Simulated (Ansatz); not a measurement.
# Al(100) film, 6 layers, cover Cu: surface scattering

Aim: how much of the in-plane current does the surface defect in Al(100) film, 6 layers, cover Cu reflect?

Calculated with Ansatz 0.2.0; Ansatz plane-wave DFT, PBE, PAW files; relaxation of the atoms about the surface defect; PAW set soft_1, in the first sound run; inputs show where later runs differ.

## (1) Starting point

The cell holds 82 atoms: 78 Al and 4 Cu. Cell: a = 23.144 Å, b = 2.862 Å, c = 37.211 Å, α = 90.0°, β = 90.0°, γ = 90.0°. It derives from Al. Vacuum lies along a. The structure's axis is c.

## (2) Relaxing about the defect

The neighbours of the defect are let go while the lead's layers stay on their sites, since a lead must repeat to 0.01 Å.

The input, input.yaml:

```yaml
crystal:
  lattice:
    - [23.14391, 0.0, 0.0]
    - [0.0, 2.862347037, 0.0]
    - [0.0, 0.0, 37.2105114815]
  atoms:
    - { symbol: Al, position: [0.1944355988, 0.0, 0.0] }
    - { symbol: Al, position: [0.2818877623, 0.5, 0.0384615385] }
    - { symbol: Al, position: [0.3693399257, 0.0, 0.0] }
    - { symbol: Al, position: [0.4567920892, 0.5, 0.0384615385] }
    - { symbol: Al, position: [0.5442442526, 0.0, 0.0] }
    - { symbol: Al, position: [0.631696416, 0.5, 0.0384615385] }
    - { symbol: Al, position: [0.1944355988, 0.0, 0.0769230769] }
    - { symbol: Al, position: [0.2818877623, 0.5, 0.1153846154] }
    - { symbol: Al, position: [0.3693399257, 0.0, 0.0769230769] }
    - { symbol: Al, position: [0.4567920892, 0.5, 0.1153846154] }
    - { symbol: Al, position: [0.5442442526, 0.0, 0.0769230769] }
    - { symbol: Al, position: [0.631696416, 0.5, 0.1153846154] }
    - { symbol: Al, position: [0.1944355988, 0.0, 0.1538461538] }
    - { symbol: Al, position: [0.2818877623, 0.5, 0.1923076923] }
    - { symbol: Al, position: [0.3693399257, 0.0, 0.1538461538] }
    - { symbol: Al, position: [0.4567920892, 0.5, 0.1923076923] }
    - { symbol: Al, position: [0.5442442526, 0.0, 0.1538461538] }
    - { symbol: Al, position: [0.631696416, 0.5, 0.1923076923] }
    - { symbol: Al, position: [0.1944355988, 0.0, 0.2307692308] }
    - { symbol: Al, position: [0.2818877623, 0.5, 0.2692307692] }
    - { symbol: Al, position: [0.3693399257, 0.0, 0.2307692308] }
    - { symbol: Al, position: [0.4567920892, 0.5, 0.2692307692] }
    - { symbol: Al, position: [0.5442442526, 0.0, 0.2307692308] }
    - { symbol: Al, position: [0.631696416, 0.5, 0.2692307692] }
    - { symbol: Al, position: [0.1944355988, 0.0, 0.3076923077] }
    - { symbol: Al, position: [0.2818877623, 0.5, 0.3461538462] }
    - { symbol: Al, position: [0.3693399257, 0.0, 0.3076923077] }
    - { symbol: Al, position: [0.4567920892, 0.5, 0.3461538462] }
    - { symbol: Al, position: [0.5442442526, 0.0, 0.3076923077] }
    - { symbol: Al, position: [0.631696416, 0.5, 0.3461538462] }
    - { symbol: Al, position: [0.1944355988, 0.0, 0.3846153846] }
    - { symbol: Al, position: [0.2818877623, 0.5, 0.4230769231] }
    - { symbol: Al, position: [0.3693399257, 0.0, 0.3846153846] }
    - { symbol: Al, position: [0.4567920892, 0.5, 0.4230769231] }
    - { symbol: Al, position: [0.5442442526, 0.0, 0.3846153846] }
    - { symbol: Al, position: [0.631696416, 0.5, 0.4230769231] }
    - { symbol: Al, position: [0.1944355988, 0.0, 0.4615384615] }
    - { symbol: Al, position: [0.2818877623, 0.5, 0.5] }
    - { symbol: Al, position: [0.3693399257, 0.0, 0.4615384615] }
    - { symbol: Al, position: [0.4567920892, 0.5, 0.5] }
    - { symbol: Al, position: [0.5442442526, 0.0, 0.4615384615] }
    - { symbol: Al, position: [0.631696416, 0.5, 0.5] }
    - { symbol: Al, position: [0.1944355988, 0.0, 0.5384615385] }
    - { symbol: Al, position: [0.2818877623, 0.5, 0.5769230769] }
    - { symbol: Al, position: [0.3693399257, 0.0, 0.5384615385] }
    - { symbol: Al, position: [0.4567920892, 0.5, 0.5769230769] }
    - { symbol: Al, position: [0.5442442526, 0.0, 0.5384615385] }
    - { symbol: Al, position: [0.631696416, 0.5, 0.5769230769] }
    - { symbol: Al, position: [0.1944355988, 0.0, 0.6153846154] }
    - { symbol: Al, position: [0.2818877623, 0.5, 0.6538461538] }
    - { symbol: Al, position: [0.3693399257, 0.0, 0.6153846154] }
    - { symbol: Al, position: [0.4567920892, 0.5, 0.6538461538] }
    - { symbol: Al, position: [0.5442442526, 0.0, 0.6153846154] }
    - { symbol: Al, position: [0.631696416, 0.5, 0.6538461538] }
    - { symbol: Al, position: [0.1944355988, 0.0, 0.6923076923] }
    - { symbol: Al, position: [0.2818877623, 0.5, 0.7307692308] }
    - { symbol: Al, position: [0.3693399257, 0.0, 0.6923076923] }
    - { symbol: Al, position: [0.4567920892, 0.5, 0.7307692308] }
    - { symbol: Al, position: [0.5442442526, 0.0, 0.6923076923] }
    - { symbol: Al, position: [0.631696416, 0.5, 0.7307692308] }
    - { symbol: Al, position: [0.1944355988, 0.0, 0.7692307692] }
    - { symbol: Al, position: [0.2818877623, 0.5, 0.8076923077] }
    - { symbol: Al, position: [0.3693399257, 0.0, 0.7692307692] }
    - { symbol: Al, position: [0.4567920892, 0.5, 0.8076923077] }
    - { symbol: Al, position: [0.5442442526, 0.0, 0.7692307692] }
    - { symbol: Al, position: [0.631696416, 0.5, 0.8076923077] }
    - { symbol: Al, position: [0.1944355988, 0.0, 0.8461538462] }
    - { symbol: Al, position: [0.2818877623, 0.5, 0.8846153846] }
    - { symbol: Al, position: [0.3693399257, 0.0, 0.8461538462] }
    - { symbol: Al, position: [0.4567920892, 0.5, 0.8846153846] }
    - { symbol: Al, position: [0.5442442526, 0.0, 0.8461538462] }
    - { symbol: Al, position: [0.631696416, 0.5, 0.8846153846] }
    - { symbol: Al, position: [0.1944355988, 0.0, 0.9230769231] }
    - { symbol: Al, position: [0.2818877623, 0.5, 0.9615384615] }
    - { symbol: Al, position: [0.3693399257, 0.0, 0.9230769231] }
    - { symbol: Al, position: [0.4567920892, 0.5, 0.9615384615] }
    - { symbol: Al, position: [0.5442442526, 0.0, 0.9230769231] }
    - { symbol: Al, position: [0.631696416, 0.5, 0.9615384615] }
    - { symbol: Cu, position: [0.7095132126, 0.0, 0.3846153846] }
    - { symbol: Cu, position: [0.7095132126, 0.0, 0.4615384615] }
    - { symbol: Cu, position: [0.7095132126, 0.0, 0.5384615385] }
    - { symbol: Cu, position: [0.7095132126, 0.0, 0.6153846154] }
kpoints:
  mp_grid: { grid: [1, 8, 1] }
hamiltonian:
  xc: pbe
  pseudopotentials: { kind: paw, azcp: { folder: soft_1 } }
scf:
  occupations: { method: fermi_dirac, width: 0.1 }
relax:
  f_tol: 0.03
  max_steps: 40
  constraints:
    - { sites: [0, 1, 2, 3, 4, 5, 6, 7, 8, 9, 10, 11, 12, 13, 14, 15, 16, 17, 18, 19, 20, 21, 22, 23, 24, 25, 26, 27, 28, 30, 31, 32, 33, 36, 37, 38, 39, 42, 43, 44, 45, 48, 49, 50, 51, 54, 55, 56, 57, 58, 59, 60, 61, 62, 63, 64, 65, 66, 67, 68, 69, 70, 71, 72, 73, 74, 75, 76, 77] }
```

Started as:

```
$ ansatz run input.yaml --threads 8 --pin off --max-ram 15360MiB --backend cpu --events-out ev --progress --plain --runs-dir out
```

Numbers of over 12 decimals in the logs are rounded to 6 here.

Log:

```text
Engine: ansatz 0.2.0, x86_64-unknown-linux-gnu
Pseudopotentials: kind: paw
Pseudopotential: Al, paw, valence charge 3, recommended cutoff 420 eV (normal), soft_1/Al.paw.azcp
Pseudopotential: Cu, paw, valence charge 19, recommended cutoff 420 eV (normal), soft_1/Cu.paw.azcp
Functional definition: PBE
  parameter kappa = 0.804
  parameter beta = 0.066725
  exchange = pbe_x(kappa = kappa, mu = beta*pi^2/3)
  correlation = pbe_c(beta = beta)
Crystal: 82 atoms, lattice volume = 2465.044 Å³
Basis set: ecut = 420 eV, 48237 PW (Γ), exchange–correlation on 320×40×500 points (8 copies of the dense FFT grid, shifted against one another)
Bands: 237, of which v1, the nominal top of the filled ones, is band 155 counted from 1 (154 counted from 0)
Symmetry: 4 space group operations
Space group: Pmm2 (ITA 25), of the structure as read, at distance tolerance 1.4e-4 Å
k-points: 5 of 8
Non-local potential: Al, projectors of the file, l = 0: 2, l = 1: 2, l = 2: 1
Non-local potential: Cu, projectors of the file, l = 0: 3, l = 1: 2, l = 2: 3, l = 3: 1
PAW form: soft (Blöchl's): semilocal exchange-correlation on the pseudo side does not see the compensation charge
PAW one-centre angular grid: Al, 110 points (default); XC on 64 Gauss nodes
PAW one-centre angular grid: Cu, 590 points (default); XC on 64 Gauss nodes
Initial density: superposition of atomic densities (neutral atoms: chi_scale 0, normalization atom)
Initial wavefunctions: pseudopotential atomic-orbital guess
Functional: x = pbe(κ = 0.804, μ = 0.219515), c = pbe(β = 0.066725)
SCF iter   1: F=—  HF=-68441.608827 eV  |F-HF|=—  |Δ(HF+E_count)|=         —  Δρ=2.16e-1  dr2=3.14e3  ethr=3.10e-3  ⟨swp⟩=8.0  Hψ=6421  notcnv=0  defer=29
preconditioner: auto → LDOS  [metal: Δε(μ)=0.009 eV  Ē_g=6.125 eV  σ=0.100 eV  W_gap=0.02  n_scr=260 (ndim 8)  ℏωp=12.5 eV  f_vac=0.335  D(μ)=67.07/eV (n_scr^D=356)  β→1.0]
SCF iter   2: F=—  HF=-68407.592271 eV  |F-HF|=—  |Δ(HF+E_count)|=    3.40e1  Δρ=3.44e-2  dr2=2.32e2  ethr=3.10e-3  ⟨swp⟩=7.0  Hψ=3627  notcnv=0  defer=79
SCF iter   3: F=—  HF=-68426.462336 eV  |F-HF|=—  |Δ(HF+E_count)|=    1.89e1  Δρ=1.43e-1  dr2=6.78e2  ethr=3.10e-3  ⟨swp⟩=5.4  Hψ=3695  notcnv=0  defer=93  recentre
SCF iter   4: F=—  HF=-68411.311386 eV  |F-HF|=—  |Δ(HF+E_count)|=    1.52e1  Δρ=2.62e-2  dr2=5.72e1  ethr=3.10e-3  ⟨swp⟩=3.8  Hψ=2890  notcnv=0  defer=92
SCF iter   5: F=—  HF=-68413.665300 eV  |F-HF|=—  |Δ(HF+E_count)|=    2.35e0  Δρ=2.04e-2  dr2=2.14e1  ethr=3.10e-3  ⟨swp⟩=3.6  Hψ=1738  notcnv=0  defer=93
SCF iter   6: F=—  HF=-68413.752033 eV  |F-HF|=—  |Δ(HF+E_count)|=   8.67e-2  Δρ=1.69e-2  dr2=1.35e1  ethr=3.10e-3  ⟨swp⟩=2.8  Hψ=1845  notcnv=0  defer=94
SCF iter   7: F=—  HF=-68413.254678 eV  |F-HF|=—  |Δ(HF+E_count)|=   4.97e-1  Δρ=9.64e-3  dr2=6.38e0  ethr=3.10e-3  ⟨swp⟩=1.8  Hψ=1496  notcnv=0  defer=94
SCF iter   8: F=—  HF=-68413.118491 eV  |F-HF|=—  |Δ(HF+E_count)|=   1.36e-1  Δρ=4.46e-3  dr2=7.49e-1  ethr=2.06e-3  ⟨swp⟩=1.4  Hψ=1220  notcnv=0  defer=98
SCF iter   9: F=—  HF=-68413.105069 eV  |F-HF|=—  |Δ(HF+E_count)|=   1.34e-2  Δρ=1.03e-3  dr2=1.18e-1  ethr=2.42e-4  ⟨swp⟩=2.2  Hψ=1703  notcnv=0  defer=100
SCF iter  10: F=—  HF=-68413.115248 eV  |F-HF|=—  |Δ(HF+E_count)|=   1.02e-2  Δρ=3.42e-4  dr2=6.76e-3  ethr=3.79e-5  ⟨swp⟩=2.4  Hψ=1496  notcnv=0  defer=101
SCF iter  11: F=—  HF=-68413.113938 eV  |F-HF|=—  |Δ(HF+E_count)|=   1.31e-3  Δρ=2.49e-5  dr2=4.96e-5  ethr=2.18e-6  ⟨swp⟩=2.6  Hψ=1880  notcnv=0  defer=98
SCF iter  12: F=-68413.113981 eV  HF=-68413.113980 eV  |F-HF|=1.79e-6  |Δ(HF+E_count)|=   4.15e-5  Δρ=1.36e-5  dr2=3.77e-6  ethr=7.26e-9  ⟨swp⟩=5.2  Hψ=3824  notcnv=0
SCF 1 converged in 12 iterations: F = -68413.113981 eV  dr2 = 3.77e-6
  greatest PAW one-centre occupation: 1.000 electrons in one spin orbital (limit 2), on the Cu atom at site 81 (counted from 0), in its partial waves of l = 0
relax step   1: F+E_penalty+E_count = -68413.11398139 eV  Δ(F+E_penalty+E_count) = +0.000e0 eV  max|allowed force component| = 9.408e-1 eV/Å  Δτ_max = 0.0000 Å  (12 SCF iters, dr2 threshold 2.25e-5 eV, accepted)
Initial density: handed on by an earlier stage of this run
Initial wavefunctions: those handed on with the density
iter 1 solved again at ethr=6.63e-4 eV; its pass at ethr=3.10e-3 eV (dr2=2.06e0 eV) is discarded
SCF iter   1: F=—  HF=-68413.876980 eV  |F-HF|=—  |Δ(HF+E_count)|=         —  Δρ=9.72e-3  dr2=1.69e0  ethr=6.63e-4  ⟨swp⟩=1.4  Hψ=4611  notcnv=0  defer=83
preconditioner: auto → LDOS  [metal: Δε(μ)=0.048 eV  Ē_g=6.213 eV  σ=0.100 eV  W_gap=0.12  n_scr=260 (ndim 8)  ℏωp=12.5 eV  f_vac=0.350  D(μ)=37.60/eV (n_scr^D=186)  β→1.0]
SCF iter   2: F=—  HF=-68414.284343 eV  |F-HF|=—  |Δ(HF+E_count)|=   4.07e-1  Δρ=1.48e-2  dr2=3.14e0  ethr=5.44e-4  ⟨swp⟩=3.4  Hψ=2735  notcnv=0  defer=84
SCF iter   3: F=—  HF=-68413.703488 eV  |F-HF|=—  |Δ(HF+E_count)|=   5.81e-1  Δρ=5.00e-3  dr2=4.48e-1  ethr=5.44e-4  ⟨swp⟩=2.0  Hψ=2410  notcnv=0  defer=87
SCF iter   4: F=—  HF=-68413.641768 eV  |F-HF|=—  |Δ(HF+E_count)|=   6.17e-2  Δρ=1.14e-3  dr2=2.02e-2  ethr=1.45e-4  ⟨swp⟩=2.0  Hψ=2036  notcnv=0  defer=87
SCF iter   5: F=—  HF=-68413.640686 eV  |F-HF|=—  |Δ(HF+E_count)|=   1.08e-3  Δρ=1.08e-3  dr2=1.65e-2  ethr=6.51e-6  ⟨swp⟩=3.0  Hψ=2177  notcnv=0  defer=86
SCF iter   6: F=—  HF=-68413.638424 eV  |F-HF|=—  |Δ(HF+E_count)|=   2.26e-3  Δρ=4.25e-4  dr2=2.54e-3  ethr=5.32e-6  ⟨swp⟩=2.0  Hψ=1454  notcnv=0  defer=86
SCF iter   7: F=—  HF=-68413.638127 eV  |F-HF|=—  |Δ(HF+E_count)|=   2.98e-4  Δρ=9.55e-5  dr2=1.42e-4  ethr=8.18e-7  ⟨swp⟩=2.0  Hψ=1747  notcnv=0  defer=86
SCF iter   8: F=-68413.638124 eV  HF=-68413.638129 eV  |F-HF|=4.50e-6  |Δ(HF+E_count)|=   1.96e-6  Δρ=1.41e-5  dr2=4.86e-6  ethr=1.78e-8  ⟨swp⟩=3.2  Hψ=4102  notcnv=0
SCF 2 converged in 8 iterations: F = -68413.638124 eV  dr2 = 4.86e-6
relax step   2: F+E_penalty+E_count = -68413.63812415 eV  Δ(F+E_penalty+E_count) = -5.241e-1 eV  max|allowed force component| = 5.288e-1 eV/Å  Δτ_max = 0.1947 Å  (8 SCF iters, dr2 threshold 5.53e-5 eV, accepted)
iter 1 solved again at ethr=7.85e-4 eV; its pass at ethr=3.10e-3 eV (dr2=2.43e0 eV) is discarded
SCF iter   1: F=—  HF=-68414.085445 eV  |F-HF|=—  |Δ(HF+E_count)|=         —  Δρ=1.05e-2  dr2=1.95e0  ethr=7.85e-4  ⟨swp⟩=1.0  Hψ=4417  notcnv=0  defer=86
preconditioner: auto → LDOS  [metal: Δε(μ)=0.027 eV  Ē_g=6.249 eV  σ=0.100 eV  W_gap=0.07  n_scr=260 (ndim 8)  ℏωp=12.5 eV  f_vac=0.352  D(μ)=37.28/eV (n_scr^D=186)  β→1.0]
SCF iter   2: F=—  HF=-68414.551741 eV  |F-HF|=—  |Δ(HF+E_count)|=   4.66e-1  Δρ=1.58e-2  dr2=3.59e0  ethr=6.31e-4  ⟨swp⟩=3.0  Hψ=2560  notcnv=0  defer=90
[...]
SCF converged after 8 iterations
Free energy (F): -68413.819141 eV
Harris-Foulkes:  -68413.819141 eV  (|F-HF|=2.09e-8)
Internal energy: -68412.634951 eV  (E = F + TS)
E sigma→0 (E₀):  -68413.227046 eV
Entropy (-TS):   -1.184190 eV (-14.441 meV/atom)
Fermi energy:    2.547754 eV
--- Per-component energies (eV) ---
  E_band       = -2917.084088
  E_kinetic    = 2744.494448
  E_local      = -119658.553832  (includes V_loc(G=0)·N_el)
  E_nonlocal   = 4357.334782
  E_hartree    = 57739.643555
  E_xc         = -3176.751021
  E_vxc        = -2578.823541  (∫ρ·V_xc dr)
  E_paw        = -43884.333419  (= ΣΔE_a)
  E_vpaw       = -3260.815055  (= ΣTr[D̂ρ^β])
  E_aug_tail   = 0.003816  (compensation charges beyond the density's cutoff)
  E_ewald      = 33465.526720
  E_smearing   = -1.184190  (= −TS)
  E_closure    = 0.000000  (closes the sum)
  Σ components = -68413.819141   (vs F -68413.819141, Δ=0.00e0)
--- Forces (eV/Å), atoms counted from 1 ---
  atom   1  Al    -0.02497986    -0.00000000    -0.00000000
  atom   2  Al     0.14021835     0.00000000     0.00063056
  atom   3  Al    -0.07461545     0.00000000     0.00000000
  atom   4  Al     0.07007545     0.00000000     0.00087297
  atom   5  Al    -0.12111219    -0.00000000     0.00000000
  atom   6  Al     0.01602451     0.00000000     0.00032868
  atom   7  Al    -0.03352219    -0.00000000    -0.00289557
  atom   8  Al     0.13531886     0.00000000     0.00619068
  atom   9  Al    -0.07507096    -0.00000000    -0.00757264
  atom  10  Al     0.06210840     0.00000000     0.00339414
  atom  11  Al    -0.12375042    -0.00000000    -0.00084724
  atom  12  Al     0.01830483     0.00000000     0.00247262
  atom  13  Al    -0.03762505    -0.00000000    -0.00607132
  atom  14  Al     0.12741406     0.00000000     0.01556442
  atom  15  Al    -0.07578402    -0.00000000    -0.02213166
  atom  16  Al     0.06465882    -0.00000000    -0.00275247
  atom  17  Al    -0.12379950     0.00000000     0.00639262
  atom  18  Al     0.02163803     0.00000000     0.00610091
  atom  19  Al    -0.04109747    -0.00000000    -0.00267632
  atom  20  Al     0.12398224    -0.00000000    -0.00261437
  atom  21  Al    -0.08008473     0.00000000     0.01105352
  atom  22  Al     0.07609926     0.00000000     0.00209882
  atom  23  Al    -0.10592908     0.00000000     0.04768129
  atom  24  Al    -0.01103889    -0.00000000    -0.07385719
  atom  25  Al    -0.01804377    -0.00000000    -0.03072661
  atom  26  Al     0.12571619    -0.00000000    -0.00688833
  atom  27  Al    -0.05369097    -0.00000000    -0.02617968
  atom  28  Al     0.07038166    -0.00000000    -0.05933057
  atom  29  Al    -0.05865456     0.00000000     0.02478191
  atom  30  Al     0.00159847     0.00000000     0.00030012
  atom  31  Al    -0.02380365    -0.00000000    -0.00756492
  atom  32  Al     0.11575127     0.00000000     0.02555753
  atom  33  Al    -0.05832975     0.00000000     0.00594525
  atom  34  Al     0.02130358    -0.00000000    -0.03300359
  atom  35  Al     0.00051186     0.00000000     0.00215802
  atom  36  Al     0.00298980     0.00000000     0.00327216
  atom  37  Al    -0.06077734     0.00000000     0.05955063
  atom  38  Al     0.10004198    -0.00000000     0.00000000
  atom  39  Al    -0.06461481     0.00000000     0.04567143
  atom  40  Al    -0.16937123    -0.00000000    -0.00000000
[...]
atom  71  Al    -0.12379950    -0.00000000    -0.00639262
  atom  72  Al     0.01830483    -0.00000000    -0.00247262
  atom  73  Al    -0.03352219     0.00000000     0.00289557
  atom  74  Al     0.14021835    -0.00000000    -0.00063056
  atom  75  Al    -0.07507096     0.00000000     0.00757264
  atom  76  Al     0.07007545    -0.00000000    -0.00087297
  atom  77  Al    -0.12375042     0.00000000     0.00084724
  atom  78  Al     0.01602451    -0.00000000    -0.00032868
  atom  79  Cu     0.00359467    -0.00000000    -0.00336465
  atom  80  Cu    -0.00053905     0.00000000     0.00004147
  atom  81  Cu    -0.00053905    -0.00000000    -0.00004147
  atom  82  Cu     0.00359467     0.00000000     0.00336465
  max |Σ_I F_I| component: 6.99e-5 eV/Å
--- Relaxed structure (5 steps of the walk, 5 accepted, 0 SCFs on fresh bases) ---
  F+E_penalty+E_count = -68413.81914124 eV   max|allowed force component| = 7.672e-3 eV/Å
  atoms:
    - { symbol: Al, position: [0.1944355988, 0.0, 0.0] }
    - { symbol: Al, position: [0.2818877623, 0.500000, 0.038462] }
    - { symbol: Al, position: [0.3693399257, 0.0, 0.0] }
    - { symbol: Al, position: [0.4567920892, 0.500000, 0.038462] }
    - { symbol: Al, position: [0.5442442526, 0.0, 0.0] }
    - { symbol: Al, position: [0.631696416, 0.500000, 0.038462] }
    - { symbol: Al, position: [0.1944355988, 0.0, 0.076923] }
    - { symbol: Al, position: [0.2818877623, 0.500000, 0.115385] }
    - { symbol: Al, position: [0.3693399257, 0.0, 0.076923] }
    - { symbol: Al, position: [0.4567920892, 0.500000, 0.115385] }
    - { symbol: Al, position: [0.5442442526, 0.0, 0.076923] }
    - { symbol: Al, position: [0.631696416, 0.500000, 0.115385] }
    - { symbol: Al, position: [0.1944355988, 0.0, 0.153846] }
    - { symbol: Al, position: [0.2818877623, 0.500000, 0.1923076923] }
    - { symbol: Al, position: [0.3693399257, 0.0, 0.153846] }
    - { symbol: Al, position: [0.4567920892, 0.500000, 0.1923076923] }
    - { symbol: Al, position: [0.5442442526, 0.0, 0.153846] }
    - { symbol: Al, position: [0.631696416, 0.500000, 0.1923076923] }
    - { symbol: Al, position: [0.1944355988, 0.0, 0.230769] }
    - { symbol: Al, position: [0.2818877623, 0.500000, 0.2692307692] }
    - { symbol: Al, position: [0.3693399257, 0.0, 0.230769] }
    - { symbol: Al, position: [0.4567920892, 0.500000, 0.2692307692] }
    - { symbol: Al, position: [0.5442442526, 0.0, 0.230769] }
    - { symbol: Al, position: [0.631696416, 0.500000, 0.2692307692] }
    - { symbol: Al, position: [0.1944355988, 0.0, 0.3076923077] }
    - { symbol: Al, position: [0.2818877623, 0.500000, 0.346154] }
    - { symbol: Al, position: [0.3693399257, 0.0, 0.3076923077] }
    - { symbol: Al, position: [0.4567920892, 0.500000, 0.346154] }
    - { symbol: Al, position: [0.5442442526, 0.0, 0.3076923077] }
    - { symbol: Al, position: [0.636375, 0.500000, 0.344183] }
    - { symbol: Al, position: [0.1944355988, 0.0, 0.3846153846] }
    - { symbol: Al, position: [0.2818877623, 0.500000, 0.423077] }
    - { symbol: Al, position: [0.3693399257, 0.0, 0.3846153846] }
    - { symbol: Al, position: [0.4567920892, 0.500000, 0.423077] }
    - { symbol: Al, position: [0.544711, -4.119542965776044e-19, 0.384045] }
    - { symbol: Al, position: [0.627543, 0.500000, 0.425400] }
    - { symbol: Al, position: [0.1944355988, 0.0, 0.461538] }
    - { symbol: Al, position: [0.2818877623, 0.500000, 0.5] }
    - { symbol: Al, position: [0.3693399257, 0.0, 0.461538] }
    - { symbol: Al, position: [0.4567920892, 0.500000, 0.5] }
[...]
- { symbol: Al, position: [0.1944355988, 0.0, 0.846154] }
    - { symbol: Al, position: [0.2818877623, 0.500000, 0.8846153846] }
    - { symbol: Al, position: [0.3693399257, 0.0, 0.846154] }
    - { symbol: Al, position: [0.4567920892, 0.500000, 0.8846153846] }
    - { symbol: Al, position: [0.5442442526, 0.0, 0.846154] }
    - { symbol: Al, position: [0.631696416, 0.500000, 0.8846153846] }
    - { symbol: Al, position: [0.1944355988, 0.0, 0.9230769231] }
    - { symbol: Al, position: [0.2818877623, 0.500000, 0.961538] }
    - { symbol: Al, position: [0.3693399257, 0.0, 0.9230769231] }
    - { symbol: Al, position: [0.4567920892, 0.500000, 0.961538] }
    - { symbol: Al, position: [0.5442442526, 0.0, 0.9230769231] }
    - { symbol: Al, position: [0.631696416, 0.500000, 0.961538] }
    - { symbol: Cu, position: [0.691504, 2.935140685927692e-18, 0.388683] }
    - { symbol: Cu, position: [0.696058, 7.782179614589125e-19, 0.462617] }
    - { symbol: Cu, position: [0.696058, -7.782179614588926e-19, 0.537383] }
    - { symbol: Cu, position: [0.691504, -2.9351406859276684e-18, 0.611317] }
```

Wall time 2.2 min (8 threads of Intel Xeon 6975P-C (Granite Rapids), shared host); peak memory 10 GiB.

[end of part 1 of 2]

[Logs are printed without paths, hosts, clocks, repeated set-up lines and the standing remarks that a program may print on its own settings, such as how far it seeks lower states.]

[Hosts, paths, dates, database ids (printed as entryN), source tags and the programs' standing remarks are cut or masked in the printed files.]
